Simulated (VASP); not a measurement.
# NaF (Villiaumite) (Fm-3m) in VASP: further runs

One crystal, NaF (Villiaumite), is run at these levels: r2SCAN; tasks: single point.

Everything below comes from runs of VASP 6.6.1. Logs are shortened: lines on timing, memory, paths and dates and some standing lists are left out, and cuts for length are marked.

**1. The structure**

The structure is cubic, space group Fm-3m (No. 225). The conventional cell has a = 4.640 Å, b = 4.640 Å, c = 4.640 Å, α = 90.00°, β = 90.00°, γ = 90.00°. Na (site symmetry m-3m) has 6 F at 2.32 Å as nearest neighbours. Around F (site symmetry m-3m) lie 6 Na at 2.32 Å.

**2. Single point, r2SCAN**

INCAR

```
PREC     = Accurate       # precision mode
ENCUT    = 450            # plane-wave cutoff, eV
EDIFF    = 1E-5           # SCF threshold, eV
ISMEAR   = 0              # smearing method
SIGMA    = 0.05           # smearing width, eV
LREAL    = F              # projectors in reciprocal space
LASPH    = T              # aspherical terms in the spheres
NELM     = 100            # most SCF steps
ALGO     = Normal         # electronic algorithm
ISIF     = 2              # what is computed and relaxed
LWAVE    = F              # write WAVECAR
LCHARG   = F              # write CHGCAR
METAGGA  = R2SCAN         # meta-GGA
LMIXTAU  = T            
ADDGRID  = F
```

KPOINTS

```
Automatic mesh
0
Gamma
  5 5 5
```

POSCAR

```
NaF
1.0
    0.0000000000      2.3200000000      2.3200000000
    2.3200000000      0.0000000000      2.3200000000
    2.3200000000      2.3200000000      0.0000000000
Na F
1 1
Direct
    0.0258840000     -0.0367460000      0.0017760000
    0.4822430000      0.5377660000      0.4799550000
```

Potentials or basis: VASP PAW PBE potentials, release 64 (Na_pv, F).

Command:

```sh
> cat potpaw_PBE.64/Na_pv/POTCAR potpaw_PBE.64/F/POTCAR > POTCAR
> mpirun -np 1 vasp_std > vasp.out
```

OUTCAR:

```text
PREC = Accurate
   ENCUT = 450
   EDIFF = 1E-5
   ISMEAR = 0
   LREAL = F
   LASPH = T
   NELM = 100
   ISIF = 2
   METAGGA = R2SCAN

 Found     63 irreducible k-points:

 Following reciprocal coordinates:
            Coordinates               Weight
  0.000000  0.000000  0.000000      1.000000
  0.200000  0.000000  0.000000      2.000000
  0.000000  0.200000  0.000000      2.000000
  0.000000  0.000000  0.200000      2.000000
  0.200000  0.200000  0.200000      2.000000
  0.400000  0.000000  0.000000      2.000000
   k-points           NKPTS =     63   k-points in BZ     NKDIM =     63   number of bands    NBANDS=     11
   number of dos      NEDOS =    301   number of ions     NIONS =      2
   total plane-waves  NPLWV =  13824
   dimension x,y,z NGX =    24 NGY =   24 NGZ =   24
   dimension x,y,z NGXF=    48 NGYF=   48 NGZF=   48
   ions per type =               1   1
   NGX,Y,Z   is equivalent  to a cutoff of  12.16, 12.16, 12.16 a.u.
   NGXF,Y,Z  is equivalent  to a cutoff of  24.32, 24.32, 24.32 a.u.
 SYSTEM =  unknown system
   PREC   = accura    normal or accurate (medium, high low for compatibility)
   ISTART =      0    job   : 0-new  1-cont  2-samecut
   ICHARG =      2    charge: 1-file 2-atom 10-const
   ISPIN  =      1    spin polarized calculation?
   LNONCOLLINEAR =      F non collinear calculations
   LSORBIT =      F    spin-orbit coupling
   LASPH  =      T    aspherical Exc in radial PAW
   ENCUT  =  450.0 eV  33.07 Ry    5.75 a.u.   5.67  5.67  5.67*2*pi/ulx,y,z
   NELM   =    100;   NELMIN=  2; NELMDL= -5     # of ELM steps
   EDIFF  = 0.1E-04   stopping-criterion for ELM
   LREAL  =      F    real-space projection
   EDIFFG = 0.1E-03   stopping-criterion for IOM
   NSW    =      0    number of steps for IOM
   IBRION =     -1    ionic relax: 0-MD 1-quasi-New 2-CG
   NFREE  =      0    steps in history (QN), initial steepest desc. (CG)
   ISIF   =      2    stress and relaxation
   ISYM   =      2    0-nonsym 1-usesym 2-fastsym
   POTIM  = 0.5000    time-step for ionic-motion
   TEBEG  =    0.0;   TEEND  =   0.0 temperature during run
   PSTRESS=    0.0 pullay stress
   NELECT =      14.0000    total number of electrons
   NUPDOWN=      -1.0000    fix difference up-down
   EMIN   =  10.00;   EMAX   =-10.00  energy-range for DOS
   EFERMI =   0.00;   METHOD = LEGACY
   ISMEAR =     0;   SIGMA  =   0.05  broadening in eV -4-tet -1-fermi 0-gaus
   EFERMI_NEDOS =   21; number of points for ismear=-14 and -15
   IALGO  =     38    algorithm
   IMIX   =      4    mixing-type and parameters
     AMIX     =   0.40;   BMIX     =  1.00
     AMIX_MAG =   1.60;   BMIX_MAG =  1.00
  volume/ion in A,a.u.               =      12.49        84.27
  Fermi-wavevector in a.u.,A,eV,Ry     =   1.349852  2.550851 24.791186  1.822101
  Thomas-Fermi vector in A             =   2.477405
   LORBIT       =      0    0 simple, 1 ext, 2 COOP (PROOUT), +10 PAW based schemes
   METAGGA = R2SCAN    functional components
   LHFCALC =     F    Hartree Fock is set to
   AEXX    =    0.0000 exact exchange contribution
   IVDW    =     0    specifies the selected vdW correction
   LEPSILON=     F    determine dielectric tensor
   LRPA    =     F    only Hartree local field effects (RPA)
 non-spin polarized calculation
 Gauss-broadening in eV      SIGMA  =   0.05
  energy-cutoff  :      450.00
  volume of cell :       24.97
 maximum number of plane-waves:       552
   NGX = 11   NGY = 11   NGZ = 11

 number of electron      13.9999988 magnetization

 Free energy of the ion-electron system (eV)
  ---------------------------------------------------
  ext. energy  EPLUGINS =         0.00000000
  ---------------------------------------------------
  free energy    TOTEN  =       -12.55388365 eV

  energy without entropy =      -12.55388365  energy(sigma->0) =      -12.55388365

 E-fermi :  -2.4852     XC(G=0):  -9.7398

 val. band max:       -2.7555178603   @ k =   0.0000   0.0000   0.0000
 cond. band min:       4.3858132159   @ k =   0.0000   0.0000   0.0000
 fundamental gap:      7.1413310762
 Fermi energy:        -2.4852118731

 k-point     1 :       0.0000    0.0000    0.0000
  band No.  band energies     occupation
      1     -23.0798      2.00000
      2     -22.2218      2.00000
      3     -22.2210      2.00000
      4     -22.1824      2.00000
      5      -2.7707      2.00000
      6      -2.7671      2.00000
      7      -2.7555      2.00000
      8       4.3858      0.00000
      9      17.0270      0.00000
     10      17.0959      0.00000
     11      17.2193      0.00000

 k-point     2 :       0.2000    0.0000    0.0000
  band No.  band energies     occupation
      1     -23.2378      2.00000
      2     -22.2313      2.00000
      3     -22.2252      2.00000
      4     -21.9765      2.00000
      5      -3.3785      2.00000
      6      -2.8576      2.00000
      7      -2.8394      2.00000
      8       5.6536      0.00000
      9      13.9649      0.00000
     10      17.5990      0.00000
     11      17.7635      0.00000

 k-point     3 :       0.0000    0.2000    0.0000
  band No.  band energies     occupation
      1     -23.2250      2.00000
      2     -22.2260      2.00000
      3     -22.2249      2.00000
      4     -21.9949      2.00000
      5      -3.3727      2.00000
      6      -2.8608      2.00000
      7      -2.8562      2.00000
      8       5.6619      0.00000
      9      14.0257      0.00000
     10      17.6504      0.00000
     11      17.7186      0.00000

 k-point     4 :       0.0000    0.0000    0.2000
  band No.  band energies     occupation
      1     -23.2432      2.00000
      2     -22.2330      2.00000
      3     -22.2260      2.00000
      4     -21.9686      2.00000
      5      -3.3801      2.00000
      6      -2.8538      2.00000
      7      -2.8359      2.00000
      8       5.6503      0.00000
      9      13.9410      0.00000
     10      17.6183      0.00000
     11      17.7423      0.00000

 k-point     5 :       0.2000    0.2000    0.2000
  band No.  band energies     occupation
      1     -23.2449      2.00000
      2     -22.2334      2.00000
      3     -22.2256      2.00000
      4     -21.9668      2.00000
      5      -3.3807      2.00000
      6      -2.8526      2.00000
      7      -2.8351      2.00000
      8       5.6496      0.00000
      9      13.9345      0.00000
     10      17.6281      0.00000
     11      17.7317      0.00000

 k-point     6 :       0.4000    0.0000    0.0000
  band No.  band energies     occupation
      1     -23.4160      2.00000
      2     -22.2368      2.00000
      3     -22.2318      2.00000
      4     -21.7259      2.00000
      5      -4.1656      2.00000
      6      -2.9950      2.00000
      7      -2.9737      2.00000
      8       8.1165      0.00000
      9      11.2703      0.00000
     10      18.2969      0.00000
     11      18.4937      0.00000

 [... further k-points ...]

------------------------ aborting loop because EDIFF is reached ----------------------------------------

  FORCE on cell =-STRESS in cart. coord.  units (eV):
  Direction    XX          YY          ZZ          XY          YZ          ZX
  --------------------------------------------------------------------------------------
  -------------------------------------------------------------------------------------
  Total       -0.4162145     -0.2429312     -0.5950871      0.0778517      0.0393261     -0.0386540
  in kB      -26.7013855    -15.5847530    -38.1765913      4.9944171      2.5228874     -2.4797695
  external PRESSURE =     -26.8209099 kB  Pullay stress =       0.0000000 kB

 VOLUME and BASIS-vectors are now :
 -----------------------------------------------------------------------------
  energy-cutoff  :      450.00
  volume of cell :       24.97
      direct lattice vectors                 reciprocal lattice vectors
     0.000000000  2.320000000  2.320000000    -0.215517241  0.215517241  0.215517241
     2.320000000  0.000000000  2.320000000     0.215517241 -0.215517241  0.215517241
     2.320000000  2.320000000  0.000000000     0.215517241  0.215517241 -0.215517241

 POSITION                                       TOTAL-FORCE (eV/Angst)
 -----------------------------------------------------------------------------------
      2.23887      0.06417      2.29480         0.278790     -0.385573      0.151595
      2.36111      2.23230      2.36642        -0.278790      0.385573     -0.151595
 -----------------------------------------------------------------------------------
    total drift:                               -0.017913     -0.004544     -0.001945

  FREE ENERGIE OF THE ION-ELECTRON SYSTEM (eV)
  ---------------------------------------------------
  free  energy   TOTEN  =       -12.5538836521 eV

  energy  without entropy=      -12.5538836521  energy(sigma->0) =      -12.55388365
```

OSZICAR:

```text
N       E                     dE             d eps       ncg     rms          rms(c)
DAV:   1     0.957976186147E+02    0.95798E+02   -0.72651E+03  1413   0.151E+03
DAV:   2    -0.104086482577E+02   -0.10621E+03   -0.98912E+02  1466   0.348E+02
DAV:   3    -0.160375338838E+02   -0.56289E+01   -0.56145E+01  1593   0.826E+01
DAV:   4    -0.160922257697E+02   -0.54692E-01   -0.54685E-01  1530   0.895E+00
DAV:   5    -0.160928803199E+02   -0.65455E-03   -0.65453E-03  1602   0.994E-01    0.482E+00
DAV:   6    -0.126783300204E+02    0.34146E+01   -0.15781E+00  1831   0.177E+01    0.160E+00
DAV:   7    -0.125981559959E+02    0.80174E-01   -0.97497E-01  1398   0.136E+01    0.167E+00
DAV:   8    -0.130810264177E+02   -0.48287E+00   -0.39150E-01  1392   0.969E+00    0.590E-01
DAV:   9    -0.122511900285E+02    0.82984E+00   -0.16741E-01  1398   0.476E+00    0.859E-01
DAV:  10    -0.125885376500E+02   -0.33735E+00   -0.27358E-01  1386   0.603E+00    0.285E-01
DAV:  11    -0.125737540186E+02    0.14784E-01   -0.61278E-03  1644   0.903E-01    0.291E-01
DAV:  12    -0.125486810700E+02    0.25073E-01   -0.68337E-03  1386   0.144E+00    0.986E-02
DAV:  13    -0.125518497862E+02   -0.31687E-02   -0.10026E-03  1425   0.436E-01    0.392E-02
DAV:  14    -0.125537852443E+02   -0.19355E-02   -0.35643E-04  1386   0.290E-01    0.324E-02
DAV:  15    -0.125537651660E+02    0.20078E-04   -0.28248E-04  1386   0.207E-01    0.120E-02
DAV:  16    -0.125538851361E+02   -0.11997E-03   -0.92493E-05  1410   0.136E-01    0.129E-02
DAV:  17    -0.125538836521E+02    0.14840E-05   -0.80752E-06  1623   0.358E-02
   1 F= -.12553884E+02 E0= -.12553884E+02  d E =-.508787E-16
```

stdout:

```text
POSCAR found type information on POSCAR NaF
 POSCAR found :  2 types and       2 ions
 scaLAPACK will be used
 -----------------------------------------------------------------------------
|                                                                             |
|                                                                             |
|     You enforced a specific xc type in the INCAR file but a different       |
|     I HOPE YOU KNOW WHAT YOU ARE DOING!                                     |
|                                                                             |
 -----------------------------------------------------------------------------

 LDA part: xc-table for (None), standard interpolation
 POSCAR, INCAR and KPOINTS ok, starting setup
 FFT: planning ... GRIDC
 FFT: planning ... GRID_SOFT
 FFT: planning ... GRID
 WAVECAR not read
 entering main loop
```

Run time: 46 s. Hardware: 1 thread of Intel Xeon Platinum 8488C (Sapphire Rapids), shared host; peak memory 0.14 GiB.

The run converged, but some of its settings lie outside the range that counts as converged, so its numbers aren't taken as properties of the crystal.

Results:

```
Free energy            : -12.5539 eV
Largest force          : 0.499 eV/Å
Band gap on the k mesh : 7.14 eV, direct
```

Caveat: the k mesh is coarse (spacing up to 0.47 Å⁻¹), so the values aren't converged; the cutoff is under 1.25 times the usual one of these potentials, so pressure, stress and relaxed cells hold a basis-set (Pulay) error; the PAW data sets were made with another functional, which shifts forces and pressure a little.

**3. Single point, r2SCAN**

Changes to INCAR since step 2:

```diff
@@ -2,3 +2,3 @@
 ENCUT    = 450            # plane-wave cutoff, eV
-EDIFF    = 1E-5           # SCF threshold, eV
+EDIFF    = 1E-6           # SCF threshold, eV
 ISMEAR   = 0              # smearing method
@@ -14,2 +14,2 @@
 LMIXTAU  = T            
-ADDGRID  = F
+ADDGRID  = T
```

KPOINTS is that of step 2.

POSCAR

```
NaF
1.0
    0.0000000000      2.3200000000      2.3200000000
    2.3200000000      0.0000000000      2.3200000000
    2.3200000000      2.3200000000      0.0000000000
Na F
1 1
Direct
    0.0000000000      0.0000000000      0.0000000000
    0.5000000000      0.5000000000      0.5000000000
```

Potentials or basis: VASP PAW PBE potentials, release 64 (Na_pv, F).

Command:

```sh
> cat potpaw_PBE.64/Na_pv/POTCAR potpaw_PBE.64/F/POTCAR > POTCAR
> mpirun -np 1 vasp_std > vasp.out
```

Wall time 17 s (1 thread of Intel Xeon Platinum 8488C (Sapphire Rapids), shared host); peak memory 0.17 GiB.

These settings aren't checked as converged: the numbers below hold their error.

Results:

```yaml
Free_energy: -12.6025 eV
Band_gap_on_the_k_mesh: 7.15 eV, direct
```

Caveat: the k mesh is coarse (spacing up to 0.47 Å⁻¹), so the values aren't converged; the cutoff is under 1.25 times the usual one of these potentials, so pressure, stress and relaxed cells hold a basis-set (Pulay) error; the PAW data sets were made with another functional, which shifts forces and pressure a little.

**4. For comparison**

An earlier run on the cell as given: functional PBEsol; potentials or basis VASP PAW PBE potentials, release 64 (Na_pv, F); cutoff 520 eV; k mesh 10 × 10 × 10; occupations fermi-dirac, width 0.05 eV; no spin polarisation.

- Pressure: -0.3 GPa
- Band gap on the k mesh: 6.14 eV, direct
